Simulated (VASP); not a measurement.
# TiN (Fm-3m) in VASP: optical spectrum with PBE

Aim: the optical spectrum of TiN with PBE.

Program: VASP 6.6.1. These are calculated values, not measurements. Logs are shortened: lines on timing, memory, paths and dates and some standing lists are left out, and cuts for length are marked.

## 1. The structure

The structure is cubic, space group Fm-3m (No. 225). Conventional cell: a = 4.240 Å, b = 4.240 Å, c = 4.240 Å, α = 90.00°, β = 90.00°, γ = 90.00°. Ti (site symmetry m-3m) is surrounded by 6 N at 2.12 Å. Around N (site symmetry m-3m) lie 6 Ti at 2.12 Å.

The cell was built by a generator and isn't the measured one.

## 2. Optical spectrum, PBE, non-collinear spin, zero start, spin-orbit coupling

The input, INCAR:

```
SYSTEM = TiN
ALGO = Fast
CSHIFT = 0.05
EDIFF = 1E-6
ENCUT = 520
GGA = PE
GGA_COMPAT = .False.
ISIF = 2
ISMEAR = -1
LASPH = .True.
LCHARG = .False.
LMAXMIX = 4
LNONCOLLINEAR = .True.
LOPTICS = .True.
LORBIT = 11
LREAL = .False.
LSORBIT = .True.
LWAVE = .False.
MAGMOM = 0 0 0 0 0 0
NBANDS = 113
NEDOS = 2000
NELM = 100
PREC = Accurate
SIGMA = 0.05
```

The input, KPOINTS:

```
k-points
0
Gamma
  16 16 16
  0 0 0
```

The input, POSCAR:

```
TiN
1.0
    0.0000000000      2.1200000000      2.1200000000
    2.1200000000      0.0000000000      2.1200000000
    2.1200000000      2.1200000000      0.0000000000
Ti N
1 1
Direct
    0.0000000000      0.0000000000      0.0000000000
    0.5000000000      0.5000000000      0.5000000000
```

Potentials or basis: VASP PAW PBE potentials, release 64 (Ti_sv, N).

On the command line:

```sh
cat potpaw_PBE.64/Ti_sv/POTCAR potpaw_PBE.64/N/POTCAR > POTCAR
mpirun -np 1 vasp_ncl > vasp.out
```

OUTCAR:

```text
SYSTEM = TiN
   EDIFF = 1E-6
   ENCUT = 520
   GGA = PE
   ISIF = 2
   ISMEAR = -1
   LASPH = .True.
   LNONCOLLINEAR = .True.
   LORBIT = 11
   LREAL = .False.
   LSORBIT = .True.
   NELM = 100
   PREC = Accurate

 ion  position               nearest neighbor table
   1  0.000  0.000  0.000-   2 2.12   2 2.12   2 2.12   2 2.12   2 2.12   2 2.12
   2  0.500  0.500  0.500-   1 2.12   1 2.12   1 2.12   1 2.12   1 2.12   1 2.12

  LATTYP: Found a face centered cubic cell.
 ALAT       =     4.2400000000

  Lattice vectors:

 A1 = (   0.0000000000,   2.1200000000,   2.1200000000)
 A2 = (   2.1200000000,   0.0000000000,   2.1200000000)
 A3 = (   2.1200000000,   2.1200000000,   0.0000000000)

Analysis of symmetry for initial positions (statically):
=====================================================================
 Subroutine PRICEL returns:
 Original cell was already a primitive cell.

 Routine SETGRP: Setting up the symmetry group for a
 face centered cubic supercell.

 Subroutine GETGRP returns: Found 48 space group operations
 (whereof 48 operations were pure point group operations)
 out of a pool of 48 trial point group operations.

The static configuration has the point symmetry O_h .

Analysis of symmetry for dynamics (positions and initial velocities):
=====================================================================
 Subroutine PRICEL returns:
 Original cell was already a primitive cell.

 Routine SETGRP: Setting up the symmetry group for a
 face centered cubic supercell.

 Subroutine GETGRP returns: Found 48 space group operations
 (whereof 48 operations were pure point group operations)
 out of a pool of 48 trial point group operations.

The dynamic configuration has the point symmetry O_h .

Analysis of structural, dynamic, and magnetic symmetry:
=====================================================================
 Subroutine PRICEL returns:
 Original cell was already a primitive cell.

 Routine SETGRP: Setting up the symmetry group for a
 face centered cubic supercell.

 Subroutine GETGRP returns: Found 48 space group operations
 (whereof 48 operations were pure point group operations)
 out of a pool of 48 trial point group operations.

The overall configuration has the point symmetry O_h .

 Subroutine INISYM returns: Found 48 space group operations
 (whereof 48 operations are pure point group operations),
 and found     1 'primitive' translations

----------------------------------------------------------------------------------------

                                     Primitive cell

  volume of cell :      19.0563

  direct lattice vectors                    reciprocal lattice vectors
     0.000000000  2.120000000  2.120000000    -0.235849057  0.235849057  0.235849057
     2.120000000  0.000000000  2.120000000     0.235849057 -0.235849057  0.235849057
     2.120000000  2.120000000  0.000000000     0.235849057  0.235849057 -0.235849057

  length of vectors
     2.998132752  2.998132752  2.998132752     0.408502549  0.408502549  0.408502549

  position of ions in fractional coordinates (direct lattice)
     0.000000000  0.000000000  0.000000000
     0.500000000  0.500000000  0.500000000

  ion indices of the primitive-cell ions
   primitive index   ion index
                 1           1
                 2           2

----------------------------------------------------------------------------------------

 KPOINTS: k-points

Automatic generation of k-mesh.
 Grid dimensions read from file:
 generate k-points for:   16   16   16

 Generating k-lattice:

  Cartesian coordinates                     Fractional coordinates (reciprocal lattice)
    -0.014740566  0.014740566  0.014740566     0.062500000  0.000000000  0.000000000
[... 891 lines left out ...]

  FORCE on cell =-STRESS in cart. coord.  units (eV):
  Direction    XX          YY          ZZ          XY          YZ          ZX
  --------------------------------------------------------------------------------------
  -------------------------------------------------------------------------------------
  Total        0.2126222      0.2126222      0.2126222      0.0000000      0.0000000      0.0000000
  in kB       17.8764637     17.8764637     17.8764637      0.0000000      0.0000000      0.0000000
  external PRESSURE =      17.8764637 kB  Pullay stress =       0.0000000 kB

 VOLUME and BASIS-vectors are now :
 -----------------------------------------------------------------------------
  energy-cutoff  :      520.00
  volume of cell :       19.06
      direct lattice vectors                 reciprocal lattice vectors
     0.000000000  2.120000000  2.120000000    -0.235849057  0.235849057  0.235849057
     2.120000000  0.000000000  2.120000000     0.235849057 -0.235849057  0.235849057
     2.120000000  2.120000000  0.000000000     0.235849057  0.235849057 -0.235849057

 POSITION                                       TOTAL-FORCE (eV/Angst)
 -----------------------------------------------------------------------------------
      0.00000      0.00000      0.00000        -0.000000      0.000000      0.000000
      2.12000      2.12000      2.12000         0.000000      0.000000      0.000000
 -----------------------------------------------------------------------------------
    total drift:                               -0.000000     -0.000000     -0.000000

  FREE ENERGIE OF THE ION-ELECTRON SYSTEM (eV)
  ---------------------------------------------------
  free  energy   TOTEN  =       -19.6451070510 eV

  energy  without entropy=      -19.6375334429  energy(sigma->0) =      -19.64132025

 electrical conductivity sigma (Mega S m-1) (frequency dependency in vasprun.xml)
  --------------------------------------------------------------------------------------
         NaN         NaN         NaN
         NaN         NaN         NaN
         NaN         NaN         NaN

  frequency dependent IMAGINARY DIELECTRIC FUNCTION (independent particle, no local field effects) density-density
     E(ev)      X         Y         Z        XY        YZ        ZX
  --------------------------------------------------------------------------------------------------------------
     0.00000    -0.00050    -0.00050    -0.00050    -0.00000    -0.00000     0.00000
     1.84371     1.38247     1.38247     1.38247     0.00000     0.00000    -0.00000
     3.68742     7.57383     7.57383     7.57383    -0.00000    -0.00000    -0.00000
     5.53113    10.15699    10.15699    10.15699     0.00000    -0.00000     0.00000
     7.37484     7.57235     7.57235     7.57235    -0.00000    -0.00000     0.00000
     9.21855     4.58597     4.58597     4.58597    -0.00000    -0.00000     0.00000
[... 92 lines left out ...]
   180.68367     0.00000     0.00000     0.00000    -0.00000    -0.00000    -0.00000
   182.52738     0.00000     0.00000     0.00000    -0.00000    -0.00000    -0.00000

  frequency dependent      REAL DIELECTRIC FUNCTION (independent particle, no local field effects) density-density
     E(ev)        X           Y           Z          XY          YZ          ZX
  --------------------------------------------------------------------------------------------------------------
     0.00000    85.29289    85.29289    85.29289    -0.00000    -0.00000    -0.00000
     1.84371     7.46628     7.46628     7.46628     0.00000     0.00000    -0.00000
     3.68742     9.02006     9.02006     9.02006     0.00000     0.00000     0.00000
     5.53113     5.66742     5.66742     5.66742     0.00000     0.00000    -0.00000
     7.37484     0.45403     0.45403     0.45403    -0.00000    -0.00000     0.00000
     9.21855    -1.81920    -1.81920    -1.81920     0.00000    -0.00000    -0.00000
[... 92 lines left out ...]
   180.68367     0.97093     0.97093     0.97093    -0.00000     0.00000    -0.00000
   182.52738     0.97155     0.97155     0.97155    -0.00000     0.00000    -0.00000

  frequency dependent IMAGINARY DIELECTRIC FUNCTION (independent particle, no local field effects) current-current
     E(ev)      X         Y         Z        XY        YZ        ZX
  --------------------------------------------------------------------------------------------------------------
     0.00000    68.21756    68.21756    68.21756     0.00000     0.00000    -0.00000
     1.84371     1.47164     1.47164     1.47164    -0.00000    -0.00000     0.00000
     3.68742     7.60328     7.60328     7.60328    -0.00000    -0.00000    -0.00000
     5.53113    10.18159    10.18159    10.18159     0.00000     0.00000    -0.00000
     7.37484     7.57610     7.57610     7.57610    -0.00000    -0.00000     0.00000
     9.21855     4.59606     4.59606     4.59606     0.00000     0.00000    -0.00000
[... 92 lines left out ...]
   180.68367     0.00000     0.00000     0.00000    -0.00000    -0.00000    -0.00000
   182.52738     0.00000     0.00000     0.00000    -0.00000    -0.00000    -0.00000

  frequency dependent      REAL DIELECTRIC FUNCTION (independent particle, no local field effects) current-current
     E(ev)        X           Y           Z          XY          YZ          ZX
  --------------------------------------------------------------------------------------------------------------
     0.00000    33.34757    33.34757    33.34757    -0.00000    -0.00000     0.00000
     1.84371     7.49329     7.49329     7.49329    -0.00000     0.00000    -0.00000
     3.68742     8.79537     8.79537     8.79537    -0.00000     0.00000    -0.00000
     5.53113     5.47081     5.47081     5.47081    -0.00000    -0.00000     0.00000
     7.37484     0.34726     0.34726     0.34726    -0.00000     0.00000     0.00000
     9.21855    -1.86591    -1.86591    -1.86591     0.00000     0.00000    -0.00000
[... 92 lines left out ...]
   180.68367     0.97093     0.97093     0.97093     0.00000    -0.00000    -0.00000
   182.52738     0.97156     0.97156     0.97156     0.00000    -0.00000    -0.00000

 Spin-Orbit-Coupling matrix elements

 Ion:    1  E_soc:     -0.0104523
 l=   1
     0.0000000    -0.0016620    -0.0016620
    -0.0016620     0.0000000    -0.0016620
    -0.0016620    -0.0016620     0.0000000
 l=   2
     0.0000000    -0.0000225     0.0000000    -0.0000225    -0.0000575
    -0.0000225     0.0000000    -0.0000431    -0.0000225    -0.0000144
     0.0000000    -0.0000431     0.0000000    -0.0000431     0.0000000
    -0.0000225    -0.0000225    -0.0000431     0.0000000    -0.0000144
    -0.0000575    -0.0000144     0.0000000    -0.0000144     0.0000000
 l=   3
     0.0000000     0.0000000     0.0000000     0.0000000     0.0000000     0.0000000     0.0000000
     0.0000000     0.0000000     0.0000000     0.0000000     0.0000000     0.0000000     0.0000000
     0.0000000     0.0000000     0.0000000     0.0000000     0.0000000     0.0000000     0.0000000
     0.0000000     0.0000000     0.0000000     0.0000000     0.0000000     0.0000000     0.0000000
     0.0000000     0.0000000     0.0000000     0.0000000     0.0000000     0.0000000     0.0000000
     0.0000000     0.0000000     0.0000000     0.0000000     0.0000000     0.0000000     0.0000000
     0.0000000     0.0000000     0.0000000     0.0000000     0.0000000     0.0000000     0.0000000

 Ion:    2  E_soc:     -0.0000862
 l=   1
     0.0000000    -0.0000144    -0.0000144
    -0.0000144     0.0000000    -0.0000144
    -0.0000144    -0.0000144     0.0000000
 l=   2
     0.0000000     0.0000000     0.0000000     0.0000000     0.0000000
     0.0000000     0.0000000     0.0000000     0.0000000     0.0000000
     0.0000000     0.0000000     0.0000000     0.0000000     0.0000000
     0.0000000     0.0000000     0.0000000     0.0000000     0.0000000
     0.0000000     0.0000000     0.0000000     0.0000000     0.0000000
 l=   3
     0.0000000     0.0000000     0.0000000     0.0000000     0.0000000     0.0000000     0.0000000
     0.0000000     0.0000000     0.0000000     0.0000000     0.0000000     0.0000000     0.0000000
     0.0000000     0.0000000     0.0000000     0.0000000     0.0000000     0.0000000     0.0000000
     0.0000000     0.0000000     0.0000000     0.0000000     0.0000000     0.0000000     0.0000000
     0.0000000     0.0000000     0.0000000     0.0000000     0.0000000     0.0000000     0.0000000
     0.0000000     0.0000000     0.0000000     0.0000000     0.0000000     0.0000000     0.0000000
     0.0000000     0.0000000     0.0000000     0.0000000     0.0000000     0.0000000     0.0000000

 total charge

# of ion       s       p       d       tot
------------------------------------------
    1        2.183   6.229   1.972  10.384
    2        1.247   2.508   0.000   3.755
--------------------------------------------------
tot          3.430   8.737   1.972  14.139

 magnetization (x)

# of ion       s       p       d       tot
------------------------------------------
    1       -0.000  -0.000  -0.000  -0.000
    2        0.000   0.000   0.000   0.000
--------------------------------------------------
tot         -0.000  -0.000  -0.000  -0.000

 magnetization (y)

# of ion       s       p       d       tot
------------------------------------------
    1       -0.000   0.000  -0.000  -0.000
    2        0.000   0.000   0.000   0.000
--------------------------------------------------
tot         -0.000   0.000  -0.000   0.000

 magnetization (z)

# of ion       s       p       d       tot
------------------------------------------
    1        0.000   0.000  -0.000   0.000
    2        0.000   0.000   0.000   0.000
--------------------------------------------------
tot          0.000   0.000  -0.000   0.000
```

Wall time 10 min (1 thread of Intel Xeon Platinum 8488C (Sapphire Rapids), shared host); peak memory 0.73 GiB.

What came out:

```yaml
Free_energy: -19.6451 eV
Pressure: 1.8 GPa
Net_moment: 0.00 μB per cell
Valence_electrons_inside_the_program's_atomic_spheres: Ti 10.38; N 3.75
```

Dielectric function (mean over the directions given):
| energy (eV) | real part | imaginary part |
| --- | --- | --- |
| 0.28 | 29.79 | 74.51 |
| 1.29 | 3.73 | 4.63 |
| 2.30 | 8.74 | 2.22 |
| 3.32 | 10.48 | 5.74 |
| 4.33 | 8.59 | 6.21 |
| 5.44 | 5.96 | 9.29 |
| 6.45 | 2.06 | 10.10 |
| 7.47 | 0.38 | 7.45 |
| 8.48 | -0.91 | 5.80 |
| 9.50 | -2.01 | 5.64 |
| 10.60 | -2.06 | 1.97 |
| 11.62 | -0.12 | 0.63 |
| 12.63 | 0.76 | 1.89 |
| 13.64 | 0.23 | 2.58 |
| 14.66 | -0.30 | 1.62 |
| 15.76 | 0.72 | 1.12 |
| 16.78 | 1.64 | 1.91 |
| 17.79 | -0.38 | 2.09 |
| 18.81 | 0.24 | 2.15 |
| 19.91 | -0.18 | 1.35 |

Moments on the atoms (μB; x, y, z):
```
Ti  0.00 0.00 0.00
N   0.00 0.00 0.00
```

Caveat: independent-particle spectra lack excitons.
